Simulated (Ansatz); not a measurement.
Crystal: SiNi3.

```
Ni Si
1.0
     3.54200    0.00000    0.00000
     0.00000    3.54200    0.00000
     0.00000    0.00000    3.54200
Ni Si
3 1
Direct
  0.50000 0.50000 0.00000
  0.50000 0.00000 0.50000
  0.00000 0.50000 0.50000
  0.00000 0.00000 0.00000
```

| Item | Value |
| --- | --- |
| Program | Ansatz 0.2.0 |
| Task | relaxation of cell and atoms |
| Functional | LDA |
| Potentials or basis | Ansatz PAW |
| Cutoff | 420 eV (not typed: the program's choice for these potentials) |
| k mesh | 8 × 8 × 8 |
| Occupations | fermi-dirac, width 0.05 eV |
| Spin | collinear spin, ferromagnetic start |
| Starting moments | [1.0, 1.0, 1.0, 0.0] μB |

At the start: volume 11.11 Å³/atom.

Task: How do energy, volume and symmetry change on relaxing?

Result: It ends after 6 steps and the volume is 10.07 Å³/atom (-9.3 %); space group Pm-3m (No. 221, to 0.05 Å); moment 0.00 μB per cell.

The path:
| step | energy change (eV) | largest force (eV/Å) | volume (Å³) |
| --- | --- | --- | --- |
| 1 | 0.0000 | 0.0000 | 44.44 |
| 2 | -0.2326 | 0.0000 | 42.02 |
| 3 | -0.2867 | 0.0000 | 39.94 |
| 4 | -0.2890 | 0.0000 | 40.32 |
| 5 | -0.2890 | 0.0000 | 40.29 |
| 6 | -0.2870 | 0.0000 | 40.29 |

Final structure:
```xyz
4
Lattice="3.4282 0.0000 0.0000 0.0000 3.4282 0.0000 0.0000 0.0000 3.4282" Properties=species:S:1:pos:R:3 pbc="T T T"
Ni    1.7141    1.7141    0.0000
Ni    1.7141    0.0000    1.7141
Ni    0.0000    1.7141    1.7141
Si    0.0000    0.0000    0.0000
```

Caveat: the plane-wave basis is chosen anew once the cell has moved, so the energies of steps on either side of that aren't comparable; the PAW data sets come from PBE, with cores solved anew for the run's functional, which leaves a small shift of forces and pressure; the starting moments weren't kept.
